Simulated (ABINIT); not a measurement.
# Pb (Fd-3m) in ABINIT: reference runs

Reference runs on Pb: the cell as given and a disturbed copy.

Everything below comes from runs of ABINIT 10.8.3 (patched build). Logs are shortened: lines on timing, memory, paths and dates and some standing lists are left out, and cuts for length are marked. The log counts tension as positive stress, the text compression.

**1. Starting point**

Symmetry: Fd-3m, No. 227, cubic system. The conventional cell has a = 6.878 Å, b = 6.878 Å, c = 6.878 Å, α = 90.00°, β = 90.00°, γ = 90.00°. Pb (site symmetry -43m) has 4 Pb at 2.98 Å as nearest neighbours.

This isn't the form of Pb at room conditions, which is fcc.

**2. Single point, PBEsol**

run.abi

```
pp_dirpath "./"
pseudos "Pb.upf"

acell 3*1.0 Angstrom
rprim
     0.0000000000     3.4390000555     3.4390000555
     3.4390000555     0.0000000000     3.4390000555
     3.4390000555     3.4390000555     0.0000000000
ntypat 1
znucl 82
natom 2
typat 1 1
xred
     0.2500000000     0.2500000000     0.2500000000
     0.0000000000     0.0000000000     0.0000000000

ecut 28.0

kptopt 1
ngkpt 7 7 7
nshiftk 1
shiftk 0.0 0.0 0.0

ixc -116133

nband 18
occopt 3
tsmear 0.05 eV

nstep 100
tolvrs 1.0e-10

iomode 3
prtwf 0
prtden 0
prteig 0
prtebands 0
enunit 1
```

Potentials or basis: PseudoDojo NC SR PBEsol v0.4.1 standard.

Command:

```bash
abinit run.abi > log 2>&1
```

run.abo:

```text
.Version 10.8.3 of ABINIT
 Symmetries : space group Fd -3 m (#227); Bravais cF (face-center cubic)
================================================================================
 Values of the parameters that define the memory need of the present run
     intxc =       0    ionmov =       0      iscf =       7    lmnmax =       6
     lnmax =       6     mgfft =      45  mpssoang =       3    mqgrid =    3001
     natom =       2  nloc_mem =       1    nspden =       1   nspinor =       1
    nsppol =       1      nsym =      48    n1xccc =    2501    ntypat =       1
    occopt =       3   xclevel =       2
       mpw =        3901          nfft =       91125          nkpt =          20
================================================================================
================================================================================

--------------------------------------------------------------------------------
------------- Echo of variables that govern the present computation ------------
--------------------------------------------------------------------------------
 -outvars: echo values of preprocessed input variables --------
            acell      1.8897261259E+00  1.8897261259E+00  1.8897261259E+00 Bohr
              amu      2.07200000E+02
             ecut      2.80000000E+01 Hartree
           enunit           1
              ixc     -116133
         kptrlatt        7    0    0      0    7    0      0    0    7
          kptrlen      6.43345234E+01
            natom           2
            nband          18
            ngfft          45      45      45
             nkpt          20
            nstep         100
             nsym          48
           ntypat           1
           occopt           3
           prtden           0
        prtebands           0
           prteig           0
            prtwf           0
            rprim      0.0000000000E+00  3.4390000555E+00  3.4390000555E+00
                       3.4390000555E+00  0.0000000000E+00  3.4390000555E+00
                       3.4390000555E+00  3.4390000555E+00  0.0000000000E+00
          spgroup         227
           tolvrs      1.00000000E-10
           tsmear      1.83746611E-03 Hartree
            typat      1  1
           xangst      1.7195000278E+00  1.7195000278E+00  1.7195000278E+00
                       0.0000000000E+00  0.0000000000E+00  0.0000000000E+00
            xcart      3.2493841259E+00  3.2493841259E+00  3.2493841259E+00
                       0.0000000000E+00  0.0000000000E+00  0.0000000000E+00
             xred      2.5000000000E-01  2.5000000000E-01  2.5000000000E-01
                       0.0000000000E+00  0.0000000000E+00  0.0000000000E+00
            znucl       82.00000

================================================================================

 chkinp: Checking input parameters for consistency.

================================================================================
== DATASET  1 ==================================================================

--- !DatasetInfo
iteration_state: {dtset: 1, }
dimensions: {natom: 2, nkpt: 20, mband: 18, nsppol: 1, nspinor: 1, nspden: 1, mpw: 3901, }
cutoff_energies: {ecut:  28.0, pawecutdg:  -1.0, }
electrons: {nelect:   2.80000000E+01, charge:   0.00000000E+00, occopt:   3.00000000E+00, tsmear:   1.83746611E-03, }
meta: {optdriver: 0, ionmov: 0, optcell: 0, iscf: 7, paral_kgb: 0, }
...

 Real(R)+Recip(G) space primitive vectors, cartesian coordinates (Bohr,Bohr^-1):
 R(1)=  0.0000000  6.4987683  6.4987683  G(1)= -0.0769377  0.0769377  0.0769377
 R(2)=  6.4987683  0.0000000  6.4987683  G(2)=  0.0769377 -0.0769377  0.0769377
 R(3)=  6.4987683  6.4987683  0.0000000  G(3)=  0.0769377  0.0769377 -0.0769377
 Unit cell volume ucvol=  5.4893781E+02 bohr^3
 Angles (23,13,12)=  6.00000000E+01  6.00000000E+01  6.00000000E+01 degrees

 getcut: wavevector=  0.0000  0.0000  0.0000  ngfft=  45  45  45
         ecut(hartree)=     28.000   => boxcut(ratio)=   2.00984

--- Pseudopotential description ------------------------------------------------
- pspini: atom type   1  psp file is ./Pb.upf
12 -116133 2 -1 1678                          pspcod,pspxc,lmax,lloc,mmax
     nproj     2     2     2

   2.48229790E+03                                ecore*ucvol(ha*bohr**3)
--------------------------------------------------------------------------------

================================================================================

--- !BeginCycle
iteration_state: {dtset: 1, }
solver: {iscf: 7, nstep: 100, nline: 4, wfoptalg: 0, }
tolerances: {tolvrs: 1.00E-10, }
...

     iter   Etot(hartree)      deltaE(h)  residm     vres2
 ETOT  1  -140.15257510912    -1.402E+02 3.925E-01 1.704E+00
 ETOT  2  -140.51471955600    -3.621E-01 4.152E-02 5.658E-01
 ETOT  3  -140.51475448226    -3.493E-05 9.114E-04 1.240E-01
 ETOT  4  -140.51475783277    -3.351E-06 8.209E-04 2.011E-02
 ETOT  5  -140.51475914886    -1.316E-06 3.891E-04 2.876E-03
 ETOT  6  -140.51475925580    -1.069E-07 4.109E-04 1.705E-04
 ETOT  7  -140.51475926824    -1.244E-08 1.493E-04 4.179E-07
 ETOT  8  -140.51475926828    -3.786E-11 1.237E-04 2.969E-09
 ETOT  9  -140.51475926828     3.524E-12 4.396E-05 7.752E-11

 At SCF step    9       vres2   =  7.75E-11 < tolvrs=  1.00E-10 =>converged.

 Cartesian components of stress tensor (hartree/bohr^3)
  sigma(1 1)= -1.72030639E-05  sigma(3 2)=  0.00000000E+00
  sigma(2 2)= -1.72030639E-05  sigma(3 1)=  0.00000000E+00
  sigma(3 3)= -1.72030639E-05  sigma(2 1)=  0.00000000E+00

--- !ResultsGS
iteration_state: {dtset: 1, }
comment   : Summary of ground state results
lattice_vectors:
- [  0.0000000,   6.4987683,   6.4987683, ]
- [  6.4987683,   0.0000000,   6.4987683, ]
- [  6.4987683,   6.4987683,   0.0000000, ]
lattice_lengths: [   9.19065,    9.19065,    9.19065, ]
lattice_angles: [ 60.000,  60.000,  60.000, ] # degrees, (23, 13, 12)
lattice_volume:   5.4893781E+02
convergence: {deltae:  3.524E-12, res2:  7.752E-11, residm:  4.396E-05, diffor: null, }
etotal    :  -1.40514759E+02
entropy   :   0.00000000E+00
fermie    :   1.04787143E-01
cartesian_stress_tensor: # hartree/bohr^3
- [ -1.72030639E-05,   0.00000000E+00,   0.00000000E+00, ]
- [  0.00000000E+00,  -1.72030639E-05,   0.00000000E+00, ]
- [  0.00000000E+00,   0.00000000E+00,  -1.72030639E-05, ]
pressure_GPa:   5.0613E-01
xred      :
- [  2.5000E-01,   2.5000E-01,   2.5000E-01, Pb]
- [  0.0000E+00,   0.0000E+00,   0.0000E+00, Pb]
cartesian_forces: # hartree/bohr
- [  3.62540174E-29,  -1.81270087E-29,  -7.76871801E-30, ]
- [ -3.62540174E-29,   1.81270087E-29,   7.76871801E-30, ]
force_length_stats: {min:   4.12709971E-29, max:   4.12709971E-29, mean:   4.12709971E-29, }
...

 Integrated electronic density in atomic spheres:
 ------------------------------------------------
 Atom  Sphere_radius  Integrated_density
    1        2.00000         10.06199035
    2        2.00000         10.01233090
================================================================================

 ----iterations are completed or convergence reached----

 Mean square residual over all n,k,spin=   12.265E-08; max=  43.959E-06
 reduced coordinates (array xred) for    2 atoms
       0.250000000000      0.250000000000      0.250000000000
       0.000000000000      0.000000000000      0.000000000000
 rms dE/dt=  1.6374E-28; max dE/dt=  2.0195E-28; dE/dt below (all hartree)
    1       0.000000000000     -0.000000000000     -0.000000000000
    2      -0.000000000000      0.000000000000      0.000000000000

 cartesian coordinates (angstrom) at end:
    1      1.71950002775000     1.71950002775000     1.71950002775000
    2      0.00000000000000     0.00000000000000     0.00000000000000

 cartesian forces (hartree/bohr) at end:
    1      0.00000000000000    -0.00000000000000    -0.00000000000000
    2     -0.00000000000000     0.00000000000000     0.00000000000000
 frms,max,avg= 2.3827821E-29 3.6254017E-29   0.000E+00  0.000E+00  0.000E+00 h/b

 cartesian forces (eV/Angstrom) at end:
    1      0.00000000000000    -0.00000000000000    -0.00000000000000
    2     -0.00000000000000     0.00000000000000     0.00000000000000
 frms,max,avg= 1.2252758E-27 1.8642565E-27   0.000E+00  0.000E+00  0.000E+00 e/A
 length scales=  1.889726125908  1.889726125908  1.889726125908 bohr
              =  1.000000000000  1.000000000000  1.000000000000 angstroms
 Fermi (or HOMO) energy (eV) =   2.85140   Average Vxc (eV)=  -8.86631
 Eigenvalues (   eV  ) for nkpt=  20  k points:
 kpt#   1, nband= 18, wtk=  0.00292, kpt=  0.0000  0.0000  0.0000 (reduced coord)
 -14.33408  -14.33408  -14.33408  -14.25569  -14.25569  -13.82538  -13.82538  -13.82538
 -13.80080  -13.80080   -8.30901   -1.10527    3.25293    3.25293    3.25293    5.26356
   5.26356    5.26356
 prteigrs : prtvol=0 or 1, do not print more k-points.

--- !EnergyTerms
iteration_state     : {dtset: 1, }
comment             : Components of total free energy in Hartree
kinetic             :  6.88718128676717E+01
hartree             :  3.58963535554364E+01
xc                  : -3.96073732532000E+01
Ewald energy        : -8.12317331324216E+01
psp_core            :  4.52200203322766E+00
local_psp           : -1.00381232849621E+02
non_local_psp       : -2.85843636838020E+01
internal            : -1.40514534462709E+02
'-kT*entropy'       : -2.24805568313870E-04
total_energy        : -1.40514759268277E+02
total_energy_eV     : -3.82360138771013E+03
band_energy         : -1.09609520804715E+01
...

 Cartesian components of stress tensor (hartree/bohr^3)
  sigma(1 1)= -1.72030639E-05  sigma(3 2)=  0.00000000E+00
  sigma(2 2)= -1.72030639E-05  sigma(3 1)=  0.00000000E+00
  sigma(3 3)= -1.72030639E-05  sigma(2 1)=  0.00000000E+00

-Cartesian components of stress tensor (GPa)         [Pressure=  5.0613E-01 GPa]
- sigma(1 1)= -5.06131614E-01  sigma(3 2)=  0.00000000E+00
- sigma(2 2)= -5.06131614E-01  sigma(3 1)=  0.00000000E+00
- sigma(3 3)= -5.06131614E-01  sigma(2 1)=  0.00000000E+00

== END DATASET(S) ==============================================================
================================================================================

 -outvars: echo values of variables after computation  --------
            acell      1.8897261259E+00  1.8897261259E+00  1.8897261259E+00 Bohr
           etotal     -1.4051475927E+02
            fcart      3.6254017361E-29 -1.8127008680E-29 -7.7687180058E-30
                      -3.6254017361E-29  1.8127008680E-29  7.7687180058E-30
            rprim      0.0000000000E+00  3.4390000555E+00  3.4390000555E+00
                       3.4390000555E+00  0.0000000000E+00  3.4390000555E+00
                       3.4390000555E+00  3.4390000555E+00  0.0000000000E+00
           strten     -1.7203063913E-05 -1.7203063913E-05 -1.7203063913E-05
                       0.0000000000E+00  0.0000000000E+00  0.0000000000E+00
           xangst      1.7195000278E+00  1.7195000278E+00  1.7195000278E+00
                       0.0000000000E+00  0.0000000000E+00  0.0000000000E+00
             xred      2.5000000000E-01  2.5000000000E-01  2.5000000000E-01
                       0.0000000000E+00  0.0000000000E+00  0.0000000000E+00
 Calculation completed.
```

Run time: 35 s. Hardware: 1 thread of Arm Neoverse V2, shared host; peak memory 0.1 GiB.

What came out:

```
Free energy                                           : -3823.6014 eV
Pressure                                              : 0.5 GPa
Band gap on the k mesh                                : none (metal or under the smearing width)
Valence electrons inside the program's atomic spheres : Pb 10.06, 10.01 (radii [1.0584] Å)
```

Levels at points of the mesh, in eV from the Fermi level:
```tsv
k point	band 10	band 11	band 12	band 13	band 14	band 15	band 16	band 17	band 18
(0.00, 0.00, 0.00)	-16.65	-11.16	-3.96	0.40	0.40	0.40	2.41	2.41	2.41
```

Spin-orbit coupling is left out, which matters for the levels of Pb.

**3. Single point, PBEsol (atoms moved at random, drawn with an rms of 0.05 Å)**

run.abi

```
# Pseudopotentials
pp_dirpath "./"
pseudos "Pb.upf"

# Structure
acell 3*1.0
rprim
     0.0000000000     6.4987682475     6.4987682475
     6.4987682475     0.0000000000     6.4987682475
     6.4987682475     6.4987682475     0.0000000000
ntypat 1
znucl 82
natom 2
typat 1 1
xred
     0.2423290000     0.2487010000     0.2487110000
     0.0096820000    -0.0173760000     0.0178080000
chkprim 0
chksymtnons 0
tolsym 1.0e-6

# Plane-wave basis
ecut 761.918815 eV

# k points
kptopt 1
ngkpt 7 7 7
nshiftk 1
shiftk 0.0 0.0 0.0

# Exchange and correlation
ixc -116133

# Bands and occupations
nband 18
occopt 3
tsmear 0.00183747

# SCF cycle
nstep 100
tolvrs 1.0e-10

# Output
iomode 3
prtwf 0
prtden 0
prteig 0
prtebands 0
```

Potentials or basis: PseudoDojo NC SR PBEsol v0.4.1 standard.

Command:

```bash
abinit run.abi > log 2>&1
```

run.abo:

```text
.Version 10.8.3 of ABINIT
 Symmetries : space group P-1 (#  2); Bravais aP (primitive triclinic)
================================================================================
 Values of the parameters that define the memory need of the present run
     intxc =       0    ionmov =       0      iscf =       7    lmnmax =       6
     lnmax =       6     mgfft =      45  mpssoang =       3    mqgrid =    3001
     natom =       2  nloc_mem =       1    nspden =       1   nspinor =       1
    nsppol =       1      nsym =       2    n1xccc =    2501    ntypat =       1
    occopt =       3   xclevel =       2
       mpw =        3901          nfft =       91125          nkpt =         172
================================================================================
================================================================================

--------------------------------------------------------------------------------
------------- Echo of variables that govern the present computation ------------
--------------------------------------------------------------------------------
 -outvars: echo values of preprocessed input variables --------
            acell      1.0000000000E+00  1.0000000000E+00  1.0000000000E+00 Bohr
              amu      2.07200000E+02
          chkprim           0
      chksymtnons           0
             ecut      2.80000000E+01 Hartree
                       outvar_i_n : Printing only first  50 k-points.
              ixc     -116133
                       outvar_i_n : Printing only first  50 k-points.
[... 167 lines left out ...]
comment             : Components of total free energy in Hartree
kinetic             :  6.88716301449223E+01
hartree             :  3.59305125206375E+01
xc                  : -3.96081643822969E+01
Ewald energy        : -8.11895123427628E+01
psp_core            :  4.52200204236383E+00
local_psp           : -1.00458320830444E+02
non_local_psp       : -2.85814015956588E+01
internal            : -1.40513254443239E+02
'-kT*entropy'       : -1.30720035680650E-04
total_energy        : -1.40513385163274E+02
total_energy_eV     : -3.82356399640816E+03
band_energy         : -1.09680361211604E+01
...

 Cartesian components of stress tensor (hartree/bohr^3)
  sigma(1 1)= -2.76729051E-05  sigma(3 2)= -5.59292332E-06
  sigma(2 2)= -1.47145163E-05  sigma(3 1)= -5.74188633E-05
  sigma(3 3)= -2.77858752E-05  sigma(2 1)= -3.42754931E-06

-Cartesian components of stress tensor (GPa)         [Pressure=  6.8819E-01 GPa]
- sigma(1 1)= -8.14164978E-01  sigma(3 2)= -1.64549485E-01
- sigma(2 2)= -4.32916016E-01  sigma(3 1)= -1.68932128E+00
- sigma(3 3)= -8.17488671E-01  sigma(2 1)= -1.00841982E-01

== END DATASET(S) ==============================================================
================================================================================

 -outvars: echo values of variables after computation  --------
            acell      1.0000000000E+00  1.0000000000E+00  1.0000000000E+00 Bohr
           etotal     -1.4051338516E+02
            fcart      1.1555762543E-03  1.1995155432E-02  7.2283559934E-04
                      -1.1555762543E-03 -1.1995155432E-02 -7.2283559934E-04
            rprim      0.0000000000E+00  6.4987682475E+00  6.4987682475E+00
                       6.4987682475E+00  0.0000000000E+00  6.4987682475E+00
                       6.4987682475E+00  6.4987682475E+00  0.0000000000E+00
           strten     -2.7672905134E-05 -1.4714516311E-05 -2.7785875181E-05
                      -5.5929233228E-06 -5.7418863344E-05 -3.4275493064E-06
           xangst      1.7105998945E+00  1.6886865861E+00  1.6886521961E+00
                       1.4856480230E-03  9.4538111462E-02 -2.6459666409E-02
             xred      2.4232900000E-01  2.4870100000E-01  2.4871100000E-01
                       9.6820000000E-03 -1.7376000000E-02  1.7808000000E-02
 Calculation completed.
```

Run time: 5.9 min. Hardware: 1 thread of Arm Neoverse V2, shared host; peak memory 0.26 GiB.

What came out:

```yaml
Free_energy: -3823.5640 eV
Pressure: 0.7 GPa
Largest_force: 0.621 eV/Å
Band_gap_on_the_k_mesh: none (metal or under the smearing width)
Valence_electrons_inside_the_program's_atomic_spheres: Pb 10.05, 10.06 (radii [1.0584] Å)
```

Forces in eV/Å, atoms in the order of the input:
```
Pb   0.059  0.617  0.037
Pb  -0.059 -0.617 -0.037
```

Stress tensor (GPa, compression positive):
```
0.81 0.10 1.69
0.10 0.43 0.16
1.69 0.16 0.82
```

Levels at points of the mesh, in eV from the Fermi level:
```csv
k point,band 11,band 12,band 13,band 14,band 15,band 16,band 17,band 18
"(0.00, 0.00, 0.00)",-11.13,-3.91,0.09,0.46,0.78,2.11,2.42,2.79
```

Spin-orbit coupling is left out, which matters for the levels of Pb.
